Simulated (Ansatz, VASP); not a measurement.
# Se in VASP and in Ansatz

```
Se
1.0
     2.85858    0.00000    0.00000
     0.00000    2.85858    0.00000
     0.00000    0.00000    2.85858
Se
1
Direct
  0.00000 0.00000 0.00000
```

Alike in both runs: task single point; functional PBEsol; k mesh 13 × 13 × 13; occupations fermi-dirac, width 0.1 eV; no spin polarisation.

```csv
,VASP,Ansatz
version,VASP 6.6.1,Ansatz 0.2.0
potentials or method,"VASP PAW PBE potentials, release 64 (Se)","plane waves (420 eV) with PAW, scalar-relativistic"
plane-wave cutoff (eV),520,420
valence electrons in the cell,6,16
```

```csv
,VASP,Ansatz,Ansatz less VASP
pressure (GPa),-5.2,-5.2,-0.05
```

The two sets of potentials don't hold the same shells in valence. Ansatz warned: «pseudo_functional_mismatch».

Caveats: the PAW data sets were made with another functional, which shifts forces and pressure a little (VASP).
